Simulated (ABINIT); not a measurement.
Runs of ABINIT 10.8.3 (patched build) on BN. The structure is cubic, space group F-43m (No. 216). The conventional cell has a = 3.626 Å, b = 3.626 Å, c = 3.626 Å, α = 90.00°, β = 90.00°, γ = 90.00°. N (site symmetry -43m) is surrounded by 4 B at 1.57 Å. Around B (site symmetry -43m) lie 4 N at 1.57 Å. The cell is a database's computed one.

```csv
task,level,potentials or basis,k mesh,cutoff (eV),fine-grid cutoff,dispersion computed by,gap on the mesh (eV),pressure (GPa),V0 of scaled cells (Å³/atom),B0 (GPa)
equation of state,BLYP+D2,JTH PAW PBE v2.0,13 × 13 × 13,707,1306.15 eV,-,-,-,5.95,374
equation of state,BP86+D3,JTH PAW PBE v2.0,13 × 13 × 13,680,1278.94 eV,-,-,-,5.91,(a)
band structure,LDA,JTH PAW LDA v2.0,13 × 13 × 13,680,1278.94 eV,-,4.41,-,-,-
equation of state,BP86+D3(BJ),JTH PAW PBE v2.0,13 × 13 × 13,680,1278.94 eV,-,-,-,5.83,384
band structure,PBEsol,PseudoDojo NC SR PBEsol v0.4.1 standard,13 × 13 × 13,1143,-,-,4.41,-5.7,-,-
single point,LDA,JTH PAW LDA v2.0,8 × 8 × 8,680,1278.94 eV,-,4.34,-,-,-
equation of state,PBEsol,PseudoDojo NC SR PBEsol v0.4.1 standard,13 × 13 × 13,1143,-,-,-,-,5.87,385
equation of state,BP86+D4,JTH PAW PBE v2.0,13 × 13 × 13,680,1278.94 eV,dftd4 4.3.1,-,-,5.84,388
band structure,revPBE,JTH PAW PBE v2.0,13 × 13 × 13,707,1306.15 eV,-,4.54,3.9,-,-
equation of state,revPBE+D3(BJ),JTH PAW PBE v2.0,13 × 13 × 13,707,1306.15 eV,-,-,-,5.84,382
equation of state,revPBE+D3,JTH PAW PBE v2.0,13 × 13 × 13,680,1278.94 eV,-,-,-,5.94,377
equation of state,BLYP+D3,JTH PAW PBE v2.0,13 × 13 × 13,707,1306.15 eV,-,-,-,5.98,(b)
```

Alike in all rows: no spin polarisation; cell as given; smearing fermi-dirac 0.05 eV.

Question: Estimate the missing entries.

Answer: (a) 376; (b) 363.

Caveats: pressures at fixed basis lie under the slope of the energies (some runs); the PAW data sets were made with another functional, which shifts forces and pressure a little (some runs); the atomic spheres overlap (some runs); an odd mesh through Γ misses points on the zone boundary, where band edges often lie (some runs).

Runs at the PBE level aren't shown here.
